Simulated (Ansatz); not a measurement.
Consider the following.

Relaxed ZrO$_{2}$ (tetragonal-ZrO2 type, space group P4_2/nmc):

```
ZrO2
1.0
    3.58448     0.00000     0.00000
    0.00000     3.58448     0.00000
    0.00000     0.00000     5.17719
Zr O
2 4
Direct
  0.00000   0.00000   0.00000
  0.50000   0.50000   0.50000
  0.00000   0.50000   0.20147
  0.00000   0.50000   0.70147
  0.50000   0.00000   0.29853
  0.50000   0.00000   0.79853
```

In this cell atom 6 (O, nearest neighbour Zr at 2.074 Å; its periodic images, 3.6 Å or more away, move with it) is moved by s along Cartesian x, unit vector (1.000, 0.000, 0.000); all other atoms and the cell stay fixed.

These are PBEsol (plane waves to 420 eV, PAW, scalar-relativistic; Ansatz, a program for electronic structure) values and carry that method's errors. k mesh 8×8×5 (Γ-centred), Fermi-Dirac smearing 0.05 eV. The energy includes the smearing's −TS. This is a high-temperature form of ZrO2. ZrO2 is run without spin polarisation. ZrO2 was relaxed with its symmetry unable to fall. The zero of ΔE is the undisplaced structure.

The scan covers s from -0.210 to 0.210 Å in 11 points.

**Question.** Is this a single well or a double well?

**Answer.** A single well with its minimum at or next to zero displacement.

**Question.** Is the energy the same for equal positive and negative displacements?

**Answer.** Even: the same for both signs. With its periodic images moving along, the atom's site symmetry in this cell is mm2.

**Question.** What is the force constant k = d²E/ds² of this move at s = 0?

**Answer.** 16.5 eV/Å².

(For displaced atoms, the force is minus the slope of the energy, and its curvature is a force constant, which sets phonon frequencies.)
